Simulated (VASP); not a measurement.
# CdS (Greenockite) (P6_3mc) in VASP: notebook

The runs below take CdS (Greenockite) through relaxation of cell and atoms, relaxation of the atoms, single point, with r2SCAN, rSCAN, r2SCAN+D3(BJ).

All numbers are computed with VASP 6.6.1; they aren't measurements. Logs are shortened: lines on timing, memory, paths and dates and some standing lists are left out, and cuts for length are marked.

**What was measured.**

From “Isotope dependence of band-gap energy”, 2008, arxiv:0807.2152, for a bulk crystal of CdS: band gap 2.5809 ± 0.0002 eV.

The runs below are set against these values where they give the same quantity.

## (1) The structure

It takes space group P6_3mc (No. 186, hexagonal). The conventional cell has a = 4.150 Å, b = 4.150 Å, c = 6.737 Å, α = 90.00°, β = 90.00°, γ = 120.00°. Around Cd (site symmetry 3m) lie 4 S at 2.53 to 2.54 Å. S (site symmetry 3m) is surrounded by 4 Cd at 2.53 to 2.54 Å.

## (2) Relaxation of cell and atoms, r2SCAN

Contents of INCAR:

```
SYSTEM = CdS
ALGO = Normal ; EDIFF = 1E-6
EDIFFG = -0.01 ; ENCUT = 600
IBRION = 2 ; ISIF = 3
ISMEAR = 0 ; LASPH = .TRUE.
LCHARG = .FALSE. ; LMIXTAU = .TRUE.
LREAL = .FALSE. ; LWAVE = .FALSE.
METAGGA = R2SCAN ; NELM = 60
NSW = 60 ; PREC = Accurate
SIGMA = 0.05
```

Contents of KPOINTS:

```
k-points
0
G
  7 7 4
  0 0 0
```

Contents of POSCAR:

```
CdS
1.0
    4.1500000000      0.0000000000      0.0000000000
   -2.0750000000      3.5940054257      0.0000000000
    0.0000000000      0.0000000000      6.7370000000
Cd S
2 2
Direct
    0.6666666667      0.3333333333      0.5000000000
    0.3333333333      0.6666666667      0.0000000000
    0.6666666667      0.3333333333      0.8750000000
    0.3333333333      0.6666666667      0.3750000000
```

Potentials or basis: VASP PAW PBE potentials, release 64 (Cd, S).

The run is started by

```
$ cat potpaw_PBE.64/Cd/POTCAR potpaw_PBE.64/S/POTCAR > POTCAR
$ mpirun -np 1 vasp_std > vasp.out
```

OUTCAR:

```text
SYSTEM = CdS
   EDIFF = 1E-6
   EDIFFG = -0.01
   ENCUT = 600
   IBRION = 2
   ISIF = 3
   ISMEAR = 0
   LASPH = .TRUE.
   LREAL = .FALSE.
   METAGGA = R2SCAN
   NELM = 60
   NSW = 60
   PREC = Accurate

 ion  position               nearest neighbor table
   1  0.667  0.333  0.500-   3 2.53   4 2.54   4 2.54   4 2.54
   2  0.333  0.667  0.000-   4 2.53   3 2.54   3 2.54   3 2.54
   3  0.667  0.333  0.875-   1 2.53   2 2.54   2 2.54   2 2.54
   4  0.333  0.667  0.375-   2 2.53   1 2.54   1 2.54   1 2.54

  LATTYP: Found a hexagonal cell.
 ALAT       =     4.1500000000
 C/A-ratio  =     1.6233734940

  Lattice vectors:

 A1 = (   4.1500000000,   0.0000000000,   0.0000000000)
 A2 = (  -2.0750000000,   3.5940054257,   0.0000000000)
 A3 = (   0.0000000000,   0.0000000000,   6.7370000000)

Analysis of symmetry for initial positions (statically):
=====================================================================
 Subroutine PRICEL returns:
 Original cell was already a primitive cell.

 Routine SETGRP: Setting up the symmetry group for a
 hexagonal supercell.

 Subroutine GETGRP returns: Found 12 space group operations
 (whereof  6 operations were pure point group operations)
 out of a pool of 24 trial point group operations.

The static configuration has the point symmetry C_3v.
 The point group associated with its full space group is C_6v.

Analysis of symmetry for dynamics (positions and initial velocities):
=====================================================================
 Subroutine PRICEL returns:
 Original cell was already a primitive cell.

 Routine SETGRP: Setting up the symmetry group for a
 hexagonal supercell.

 Subroutine GETGRP returns: Found 12 space group operations
 (whereof  6 operations were pure point group operations)
 out of a pool of 24 trial point group operations.

The dynamic configuration has the point symmetry C_3v.
 The point group associated with its full space group is C_6v.

 Subroutine INISYM returns: Found 12 space group operations
 (whereof  6 operations are pure point group operations),
 and found     1 'primitive' translations

----------------------------------------------------------------------------------------

                                     Primitive cell

  volume of cell :     100.4832

  direct lattice vectors                    reciprocal lattice vectors
     4.150000000  0.000000000  0.000000000     0.240963855  0.139120547  0.000000000
    -2.075000000  3.594005426  0.000000000     0.000000000  0.278241094  0.000000000
     0.000000000  0.000000000  6.737000000     0.000000000  0.000000000  0.148434021

  length of vectors
     4.150000000  4.150000000  6.737000000     0.278241094  0.278241094  0.148434021

  position of ions in fractional coordinates (direct lattice)
     0.666666667  0.333333333  0.500000000
     0.333333333  0.666666667  0.000000000
     0.666666667  0.333333333  0.875000000
     0.333333333  0.666666667  0.375000000

  ion indices of the primitive-cell ions
   primitive index   ion index
                 1           1
                 2           2
                 3           3
                 4           4

----------------------------------------------------------------------------------------

 KPOINTS: k-points

Automatic generation of k-mesh.
 Grid dimensions read from file:
 generate k-points for:    7    7    4

 Generating k-lattice:

  Cartesian coordinates                     Fractional coordinates (reciprocal lattice)
     0.034423408  0.019874364  0.000000000     0.142857143  0.000000000  0.000000000
     0.000000000  0.039748728  0.000000000     0.000000000  0.142857143  0.000000000
     0.000000000  0.000000000  0.037108505     0.000000000  0.000000000  0.250000000

  Length of vectors
     0.039748728  0.039748728  0.037108505

  Shift w.r.t. Gamma in fractional coordinates (k-lattice)
     0.000000000  0.000000000  0.000000000

 Subroutine IBZKPT returns following result:
 ===========================================

 Found     24 irreducible k-points:

 Following reciprocal coordinates:
            Coordinates               Weight
  0.000000  0.000000  0.000000      1.000000
  0.142857 -0.000000  0.000000      6.000000
  0.285714 -0.000000  0.000000      6.000000
  0.428571 -0.000000  0.000000      6.000000
  0.142857  0.142857  0.000000      6.000000
  0.285714  0.142857  0.000000     12.000000
[... 16 lines left out ...]
  0.428571  0.142857  0.500000      6.000000
  0.285714  0.285714  0.500000      6.000000
   k-points           NKPTS =     24   k-points in BZ     NKDIM =     24   number of bands    NBANDS=     22
   number of dos      NEDOS =    301   number of ions     NIONS =      4
   total plane-waves  NPLWV =  69984
   dimension x,y,z NGX =    36 NGY =   36 NGZ =   54
   dimension x,y,z NGXF=    72 NGYF=   72 NGZF=  108
   ions per type =               2   2
   NGX,Y,Z   is equivalent  to a cutoff of  14.42, 14.42, 13.33 a.u.
   NGXF,Y,Z  is equivalent  to a cutoff of  28.84, 28.84, 26.65 a.u.
 SYSTEM =  CdS
   PREC   = accura    normal or accurate (medium, high low for compatibility)
   ISTART =      0    job   : 0-new  1-cont  2-samecut
   ICHARG =      2    charge: 1-file 2-atom 10-const
   ISPIN  =      1    spin polarized calculation?
   LNONCOLLINEAR =      F non collinear calculations
   LSORBIT =      F    spin-orbit coupling
   LASPH  =      T    aspherical Exc in radial PAW
   ENCUT  =  600.0 eV  44.10 Ry    6.64 a.u.   8.29  8.29 13.46*2*pi/ulx,y,z
   NELM   =     60;   NELMIN=  2; NELMDL= -5     # of ELM steps
   EDIFF  = 0.1E-05   stopping-criterion for ELM
   LREAL  =      F    real-space projection
   EDIFFG = -.1E-01   stopping-criterion for IOM
   NSW    =     60    number of steps for IOM
   IBRION =      2    ionic relax: 0-MD 1-quasi-New 2-CG
   NFREE  =      1    steps in history (QN), initial steepest desc. (CG)
   ISIF   =      3    stress and relaxation
   ISYM   =      2    0-nonsym 1-usesym 2-fastsym
   POTIM  = 0.5000    time-step for ionic-motion
   TEBEG  =    0.0;   TEEND  =   0.0 temperature during run
   PSTRESS=    0.0 pullay stress
   NELECT =      36.0000    total number of electrons
   NUPDOWN=      -1.0000    fix difference up-down
   EMIN   =  10.00;   EMAX   =-10.00  energy-range for DOS
   EFERMI =   0.00;   METHOD = LEGACY
   ISMEAR =     0;   SIGMA  =   0.05  broadening in eV -4-tet -1-fermi 0-gaus
   EFERMI_NEDOS =   21; number of points for ismear=-14 and -15
   IALGO  =     38    algorithm
   IMIX   =      4    mixing-type and parameters
     AMIX     =   0.40;   BMIX     =  1.00
     AMIX_MAG =   1.60;   BMIX_MAG =  1.00
  volume/ion in A,a.u.               =      25.12       169.52
  Fermi-wavevector in a.u.,A,eV,Ry     =   1.162727  2.197236 18.394190  1.351935
  Thomas-Fermi vector in A             =   2.299285
   LORBIT       =      0    0 simple, 1 ext, 2 COOP (PROOUT), +10 PAW based schemes
   METAGGA = R2SCAN    functional components
   LHFCALC =     F    Hartree Fock is set to
   AEXX    =    0.0000 exact exchange contribution
   IVDW    =     0    specifies the selected vdW correction
   LEPSILON=     F    determine dielectric tensor
   LRPA    =     F    only Hartree local field effects (RPA)
 conjugate gradient relaxation of ions
 non-spin polarized calculation
 Gauss-broadening in eV      SIGMA  =   0.05
  energy-cutoff  :      600.00
  volume of cell :      100.48
 maximum number of plane-waves:      3376
 NGX is ok and might be reduce to    36
   NGX = 17   NGY = 17   NGZ = 27

--------------------------------------- Ionic step        1  -------------------------------------------

 number of electron      36.0000008 magnetization

 Free energy of the ion-electron system (eV)
  ---------------------------------------------------
  ext. energy  EPLUGINS =         0.00000000
  ---------------------------------------------------
  free energy    TOTEN  =       -59.37671498 eV

  energy without entropy =      -59.37671498  energy(sigma->0) =      -59.37671498

------------------------ aborting loop because EDIFF is reached ----------------------------------------

  FORCE on cell =-STRESS in cart. coord.  units (eV):
  Direction    XX          YY          ZZ          XY          YZ          ZX
  --------------------------------------------------------------------------------------
  -------------------------------------------------------------------------------------
  Total        0.4814755      0.4814755      0.8666166      0.0000000      0.0000000     -0.0000000
  in kB        7.6769979      7.6769979     13.8179687      0.0000000      0.0000000     -0.0000000
  external PRESSURE =       9.7239881 kB  Pullay stress =       0.0000000 kB

 VOLUME and BASIS-vectors are now :
 -----------------------------------------------------------------------------
  energy-cutoff  :      600.00
  volume of cell :      100.48
      direct lattice vectors                 reciprocal lattice vectors
     4.150000000  0.000000000  0.000000000     0.240963855  0.139120547  0.000000000
    -2.075000000  3.594005426  0.000000000     0.000000000  0.278241094  0.000000000
     0.000000000  0.000000000  6.737000000     0.000000000  0.000000000  0.148434021
[... 115 lines left out ...]
 POSITION                                       TOTAL-FORCE (eV/Angst)
 -----------------------------------------------------------------------------------
      2.08378      1.20307      3.39159        -0.000000     -0.000000     -0.018705
     -0.00000      2.40614      6.78574         0.000000     -0.000000     -0.018705
      2.08378      1.20307      5.94232        -0.000000      0.000000      0.018705
     -0.00000      2.40614      2.54817         0.000000      0.000000      0.018705
 -----------------------------------------------------------------------------------
    total drift:                               -0.000000      0.000000      0.003422

  FREE ENERGIE OF THE ION-ELECTRON SYSTEM (eV)
  ---------------------------------------------------
  free  energy   TOTEN  =       -59.3822159526 eV

  energy  without entropy=      -59.3822159526  energy(sigma->0) =      -59.38221595

--------------------------------------- Ionic step        5  -------------------------------------------

 number of electron      36.0000008 magnetization

 Free energy of the ion-electron system (eV)
  ---------------------------------------------------
  ext. energy  EPLUGINS =         0.00000000
  ---------------------------------------------------
  free energy    TOTEN  =       -59.38226937 eV

  energy without entropy =      -59.38226937  energy(sigma->0) =      -59.38226937

 E-fermi :   1.0420     XC(G=0):  -9.5880

 val. band max:        0.8118710752   @ k =   0.0000   0.0000   0.0000
 cond. band min:       2.4217252813   @ k =   0.0000   0.0000   0.0000
 fundamental gap:      1.6098542061
 Fermi energy:         1.0419868311

 k-point     1 :       0.0000    0.0000    0.0000
  band No.  band energies     occupation
      1     -11.8942      2.00000
      2     -11.4857      2.00000
      3      -7.0417      2.00000
      4      -7.0328      2.00000
      5      -7.0328      2.00000
      6      -6.9469      2.00000
[... 14 lines left out ...]
     21       7.8108      0.00000
     22       7.8108      0.00000
[... 595 lines left out ...]
 POSITION                                       TOTAL-FORCE (eV/Angst)
 -----------------------------------------------------------------------------------
      2.08329      1.20279      3.39087         0.000000     -0.000000     -0.007568
     -0.00000      2.40557      6.78522        -0.000000     -0.000000     -0.007568
      2.08329      1.20279      5.94358         0.000000      0.000000      0.007568
     -0.00000      2.40557      2.54924        -0.000000      0.000000      0.007568
 -----------------------------------------------------------------------------------
    total drift:                               -0.000000      0.000000      0.003302

  FREE ENERGIE OF THE ION-ELECTRON SYSTEM (eV)
  ---------------------------------------------------
  free  energy   TOTEN  =       -59.3822693698 eV

  energy  without entropy=      -59.3822693698  energy(sigma->0) =      -59.38226937

 reached required accuracy - stopping structural energy minimisation
```

Run time: 8.7 min. Hardware: 1 thread of Intel Xeon Platinum 8488C (Sapphire Rapids), shared host; peak memory 0.31 GiB.

Results:

* Free energy: -59.3823 eV
* Relaxed volume: 25.52 Å³/atom
* Relaxed cell: a = 4.167 Å, b = 4.167 Å, c = 6.789 Å, α = 90.00°, β = 90.00°, γ = 120.00°
* Space group after relaxing (to 0.05 Å): P6_3mc (No. 186)
* Energy gained by relaxing: 1.4 meV/atom
* Ionic steps: 5
* Pressure after relaxing: 0.0 GPa
* Largest force after relaxing: 0.008 eV/Å
* Band gap on the k mesh: 1.61 eV, direct

Forces in eV/Å, atoms in the order of the input:
```
Cd   0.000  0.000 -0.008
Cd   0.000  0.000 -0.008
S    0.000  0.000  0.008
S    0.000  0.000  0.008
```

Step by step:
| step | energy change (eV) | largest force (eV/Å) | pressure (GPa) | volume (Å³) |
| --- | --- | --- | --- | --- |
| 1 | 0.0000 | 0.0719 | 0.97 | 100.48 |
| 2 | -0.0047 | 0.0018 | -0.40 | 102.72 |
| 3 | -0.0055 | 0.0196 | -0.02 | 102.07 |
| 4 | -0.0055 | 0.0187 | -0.04 | 102.11 |
| 5 | -0.0056 | 0.0076 | -0.01 | 102.06 |

Final structure:
```
Cd S
1.0
     4.16657    0.00000    0.00000
    -2.08329    3.60836    0.00000
     0.00000    0.00000    6.78869
Cd S
2 2
Direct
  0.66667 0.33333 0.49949
  0.33333 0.66667 0.99949
  0.66667 0.33333 0.87551
  0.33333 0.66667 0.37551
```

Caveat: the PAW data sets were made with another functional, which shifts forces and pressure a little. r2SCAN opens gaps a little over a GGA but as a rule still falls short of measured ones.

(Part 1 of 2 ends here.)
